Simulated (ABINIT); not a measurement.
# C in ABINIT: convergence with smearing width

Aim: find how far smearing width must go before the results for C settle, at LDA. This setting moves, with any that are tied to it; all else stays.

Program: ABINIT 10.8.3 (patched build). These are calculated values, not measurements. Logs are shortened: lines on timing, memory, paths and dates and some standing lists are left out, and cuts for length are marked. The log counts tension as positive stress, the text compression.

## (1) Starting point

The cell holds a slab with vacuum, 2 atoms: a = 2.456 Å, b = 2.456 Å, c = 8.524 Å, α = 90.00°, β = 90.00°, γ = 120.00°.

## (2) With smearing width 0.272 eV

run.abi reads:

```
# Pseudopotentials
pp_dirpath "./"
pseudos "C.upf"

# Structure
acell 2.4561701622 2.4561701622 8.52380336 Angstrom
rprim
     1.0000000000     0.0000000000     0.0000000000
    -0.5000000000     0.8660254038     0.0000000000
     0.0000000000     0.0000000000     1.0000000000
ntypat 1
znucl 6
natom 2
typat 1 1
xred
     0.6666666667     0.3333333333     0.0000000000
     0.3333333333     0.6666666667     0.0000000000

# Plane-wave basis
ecut 41.0

# k points
kptopt 1
ngkpt 12 12 3
nshiftk 1
shiftk 0.0 0.0 0.0

# Exchange and correlation
ixc 7

# Bands and occupations
nband 8
occopt 7
tsmear 0.272 eV

# SCF cycle
nstep 100
tolvrs 1.0e-10

# Output
iomode 3
prtwf 0
prtden 0
prteig 0
prtebands 0
```

Potentials or basis: PseudoDojo NC SR PBEsol v0.4.1 standard.

On the command line:

```console
$ abinit run.abi > log 2>&1
```

Run time: 25 s. Hardware: 1 thread of Arm Neoverse V2, shared host; peak memory 0.08 GiB.

Results (log left out):

```
Free energy                                       : -326.7755 eV
Band gap on the k mesh                            : none (metal or under the smearing width)
All electrons inside the program's atomic spheres : C 4.79 (radii [1.0584] Å)
```

## (3) With smearing width 0.2 eV

Edit run.abi of step 2 so:

```diff
@@ -33,3 +33,3 @@
 occopt 7
-tsmear 0.272 eV
+tsmear 0.2 eV
```

Potentials or basis: PseudoDojo NC SR PBEsol v0.4.1 standard.

On the command line:

```console
$ abinit run.abi > log 2>&1
```

Run time: 25 s. Hardware: 1 thread of Arm Neoverse V2, shared host; peak memory 0.09 GiB.

Results (log left out):

| Item | Value |
| --- | --- |
| Free energy | -326.7743 eV |
| Band gap on the k mesh | none (metal or under the smearing width) |
| All electrons inside the program's atomic spheres | C 4.79 (radii [1.0584] Å) |

## (4) With smearing width 0.136 eV

Edit run.abi of step 3 so:

```diff
@@ -33,3 +33,3 @@
 occopt 7
-tsmear 0.2 eV
+tsmear 0.136 eV
```

On the command line:

```console
$ abinit run.abi > log 2>&1
```

It took 25 s on 1 thread of Arm Neoverse V2, shared host; peak memory 0.08 GiB.

Results (log left out):

```yaml
Free_energy: -326.7733 eV
Band_gap_on_the_k_mesh: none (metal or under the smearing width)
All_electrons_inside_the_program's_atomic_spheres: C 4.79 (radii [1.0584] Å)
```

## (5) With smearing width 0.1 eV

Edit run.abi of step 4 so:

```diff
@@ -33,3 +33,3 @@
 occopt 7
-tsmear 0.136 eV
+tsmear 0.1 eV
```

On the command line:

```console
$ abinit run.abi > log 2>&1
```

Wall time 25 s (1 thread of Arm Neoverse V2, shared host); peak memory 0.09 GiB.

Results (log left out):

```yaml
Free_energy: -326.7728 eV
Band_gap_on_the_k_mesh: none (metal or under the smearing width)
All_electrons_inside_the_program's_atomic_spheres: C 4.79 (radii [1.0584] Å)
```

## (6) With smearing width 0.05 eV

Edit run.abi of step 5 so:

```diff
@@ -33,3 +33,3 @@
 occopt 7
-tsmear 0.1 eV
+tsmear 0.05 eV
```

Potentials or basis: PseudoDojo NC SR PBEsol v0.4.1 standard.

On the command line:

```console
$ abinit run.abi > log 2>&1
```

Wall time 25 s (1 thread of Arm Neoverse V2, shared host); peak memory 0.09 GiB.

Results (log left out):

- Free energy: -326.7720 eV
- Band gap on the k mesh: none (metal or under the smearing width)
- All electrons inside the program's atomic spheres: C 4.79 (radii [1.0584] Å)

## (7) With smearing width 0.025 eV

Edit run.abi of step 6 so:

```diff
@@ -33,3 +33,3 @@
 occopt 7
-tsmear 0.05 eV
+tsmear 0.025 eV
```

On the command line:

```console
$ abinit run.abi > log 2>&1
```

Wall time 25 s (1 thread of Arm Neoverse V2, shared host); peak memory 0.09 GiB.

Results (log left out):

- Free energy: -326.7716 eV
- Band gap on the k mesh: none (metal or under the smearing width)
- All electrons inside the program's atomic spheres: C 4.79 (radii [1.0584] Å)

## (8) With smearing width 0.01 eV

Edit run.abi of step 7 so:

```diff
@@ -33,3 +33,3 @@
 occopt 7
-tsmear 0.025 eV
+tsmear 0.01 eV
```

Potentials or basis: PseudoDojo NC SR PBEsol v0.4.1 standard.

On the command line:

```console
$ abinit run.abi > log 2>&1
```

run.abo:

```text
.Version 10.8.3 of ABINIT
 Symmetries : space group P6/m m m (#191); Bravais hP (primitive hexag.)
================================================================================
 Values of the parameters that define the memory need of the present run
     intxc =       0    ionmov =       0      iscf =       7    lmnmax =       4
     lnmax =       4     mgfft =      96  mpssoang =       2    mqgrid =    4643
     natom =       2  nloc_mem =       1    nspden =       1   nspinor =       1
    nsppol =       1      nsym =      24    n1xccc =    2501    ntypat =       1
    occopt =       7   xclevel =       1
       mpw =        3793          nfft =       86400          nkpt =          38
================================================================================
================================================================================

--------------------------------------------------------------------------------
------------- Echo of variables that govern the present computation ------------
--------------------------------------------------------------------------------
 -outvars: echo values of preprocessed input variables --------
            acell      4.6414889252E+00  4.6414889252E+00  1.6107653901E+01 Bohr
              amu      1.20110000E+01
             ecut      4.10000000E+01 Hartree
              ixc           7
         kptrlatt       12    0    0      0   12    0      0    0    3
          kptrlen      5.56978671E+01
            natom           2
            nband           8
            ngfft          30      30      96
             nkpt          38
            nstep         100
             nsym          24
           ntypat           1
           occopt           7
           prtden           0
        prtebands           0
           prteig           0
            prtwf           0
            rprim      1.0000000000E+00  0.0000000000E+00  0.0000000000E+00
                      -5.0000000000E-01  8.6602540380E-01  0.0000000000E+00
                       0.0000000000E+00  0.0000000000E+00  1.0000000000E+00
          spgroup         191
           tolvrs      1.00000000E-10
           tsmear      3.67493222E-04 Hartree
            typat      1  1
           xangst      1.2280850811E+00  7.0903525217E-01  0.0000000000E+00
                       3.4364889530E-17  1.4180705043E+00  0.0000000000E+00
            xcart      2.3207444626E+00  1.3398824402E+00  0.0000000000E+00
                       6.4940229559E-17  2.6797648804E+00  0.0000000000E+00
             xred      6.6666666667E-01  3.3333333333E-01  0.0000000000E+00
                       3.3333333333E-01  6.6666666667E-01  0.0000000000E+00
            znucl        6.00000

================================================================================

 chkinp: Checking input parameters for consistency.

================================================================================
== DATASET  1 ==================================================================
[... 80 lines left out ...]
- [  3.3333E-01,   6.6667E-01,   0.0000E+00,  C]
cartesian_forces: # hartree/bohr
- [ -0.00000000E+00,  -0.00000000E+00,  -0.00000000E+00, ]
- [ -0.00000000E+00,  -0.00000000E+00,  -0.00000000E+00, ]
force_length_stats: {min:   0.00000000E+00, max:   0.00000000E+00, mean:   0.00000000E+00, }
...

 Integrated electronic density in atomic spheres:
 ------------------------------------------------
 Atom  Sphere_radius  Integrated_density
    1        2.00000          4.78565309
    2        2.00000          4.78565309
================================================================================

 ----iterations are completed or convergence reached----

 Mean square residual over all n,k,spin=   40.466E-08; max=  71.474E-06
 reduced coordinates (array xred) for    2 atoms
       0.666666666667      0.333333333333      0.000000000000
       0.333333333333      0.666666666667      0.000000000000
 rms dE/dt=  0.0000E+00; max dE/dt=  0.0000E+00; dE/dt below (all hartree)
    1       0.000000000000      0.000000000000      0.000000000000
    2       0.000000000000      0.000000000000      0.000000000000

 cartesian coordinates (angstrom) at end:
    1      1.22808508110000     0.70903525217359     0.00000000000000
    2      0.00000000000000     1.41807050434718     0.00000000000000

 cartesian forces (hartree/bohr) at end:
    1     -0.00000000000000    -0.00000000000000    -0.00000000000000
    2     -0.00000000000000    -0.00000000000000    -0.00000000000000
 frms,max,avg= 0.0000000E+00 0.0000000E+00   0.000E+00  0.000E+00  0.000E+00 h/b

 cartesian forces (eV/Angstrom) at end:
    1     -0.00000000000000    -0.00000000000000    -0.00000000000000
    2     -0.00000000000000    -0.00000000000000    -0.00000000000000
 frms,max,avg= 0.0000000E+00 0.0000000E+00   0.000E+00  0.000E+00  0.000E+00 e/A
 length scales=  4.641488925184  4.641488925184 16.107653901493 bohr
              =  2.456170162200  2.456170162200  8.523803360000 angstroms
 Fermi (or HOMO) energy (hartree) =  -0.02694   Average Vxc (hartree)=  -0.19014
 Eigenvalues (hartree) for nkpt=  38  k points:
 kpt#   1, nband=  8, wtk=  0.00231, kpt=  0.0000  0.0000  0.0000 (reduced coord)
  -0.74756   -0.31268   -0.13669   -0.13669    0.08563    0.17230    0.23134    0.28334
      occupation numbers for kpt#   1
   2.00000    2.00000    2.00000    2.00000    0.00000    0.00000    0.00000    0.00000
 prteigrs : prtvol=0 or 1, do not print more k-points.

--- !EnergyTerms
iteration_state     : {dtset: 1, }
comment             : Components of total free energy in Hartree
kinetic             :  8.38368464861644E+00
hartree             :  1.88503757951194E+01
xc                  : -4.25380110775858E+00
Ewald energy        :  9.09046871585139E+00
psp_core            :  2.31548014138837E-01
local_psp           : -4.37263526458132E+01
non_local_psp       : -5.84543637859326E-01
internal            : -1.20086202177050E+01
'-kT*entropy'       : -5.75932025566725E-06
total_energy        : -1.20086259770253E+01
total_energy_eV     : -3.26771359744357E+02
band_energy         : -2.91656419324716E+00
...

 Cartesian components of stress tensor (hartree/bohr^3)
  sigma(1 1)= -2.89347445E-05  sigma(3 2)=  0.00000000E+00
  sigma(2 2)= -2.89347446E-05  sigma(3 1)=  0.00000000E+00
  sigma(3 3)=  2.07788415E-06  sigma(2 1)=  0.00000000E+00

-Cartesian components of stress tensor (GPa)         [Pressure=  5.4715E-01 GPa]
- sigma(1 1)= -8.51289575E-01  sigma(3 2)=  0.00000000E+00
- sigma(2 2)= -8.51289576E-01  sigma(3 1)=  0.00000000E+00
- sigma(3 3)=  6.11334623E-02  sigma(2 1)=  0.00000000E+00

== END DATASET(S) ==============================================================
================================================================================

 -outvars: echo values of variables after computation  --------
            acell      4.6414889252E+00  4.6414889252E+00  1.6107653901E+01 Bohr
           etotal     -1.2008625977E+01
            fcart     -0.0000000000E+00 -0.0000000000E+00 -0.0000000000E+00
                      -0.0000000000E+00 -0.0000000000E+00 -0.0000000000E+00
            rprim      1.0000000000E+00  0.0000000000E+00  0.0000000000E+00
                      -5.0000000000E-01  8.6602540380E-01  0.0000000000E+00
                       0.0000000000E+00  0.0000000000E+00  1.0000000000E+00
           strten     -2.8934744535E-05 -2.8934744562E-05  2.0778841502E-06
                       0.0000000000E+00  0.0000000000E+00  0.0000000000E+00
           xangst      1.2280850811E+00  7.0903525217E-01  0.0000000000E+00
                       3.4364889530E-17  1.4180705043E+00  0.0000000000E+00
             xred      6.6666666667E-01  3.3333333333E-01  0.0000000000E+00
                       3.3333333333E-01  6.6666666667E-01  0.0000000000E+00
 Calculation completed.
```

It took 27 s on 1 thread of Arm Neoverse V2, shared host; peak memory 0.09 GiB.

What came out:

```yaml
Free_energy: -326.7714 eV
Band_gap_on_the_k_mesh: none (metal or under the smearing width)
All_electrons_inside_the_program's_atomic_spheres: C 4.79 (radii [1.0584] Å)
```

## (9) Summary

| smearing width | energy less the tightest run, at zero smearing (meV/atom) | SCF cycles | CPU time (s) | peak memory (GiB) |
| --- | --- | --- | --- | --- |
| 0.272 eV | -1.03 | 11 | 25 | 0.08 |
| 0.2 eV | -0.74 | 11 | 25 | 0.09 |
| 0.136 eV | -0.49 | 11 | 25 | 0.08 |
| 0.1 eV | -0.35 | 11 | 25 | 0.09 |
| 0.05 eV | -0.16 | 11 | 25 | 0.09 |
| 0.025 eV | -0.06 | 11 | 25 | 0.09 |
| 0.01 eV | 0.00 | 11 | 26 | 0.09 |

Against the tightest run, the energy stays within 1 meV/atom from 0.2 eV on. Narrower smearing needs a denser k mesh, so at a fixed mesh the narrowest width isn't the most accurate. The tightest run that finished is the yardstick and may itself not be fully converged.

Caveats: the potentials were made for another functional, which shifts forces and pressure.
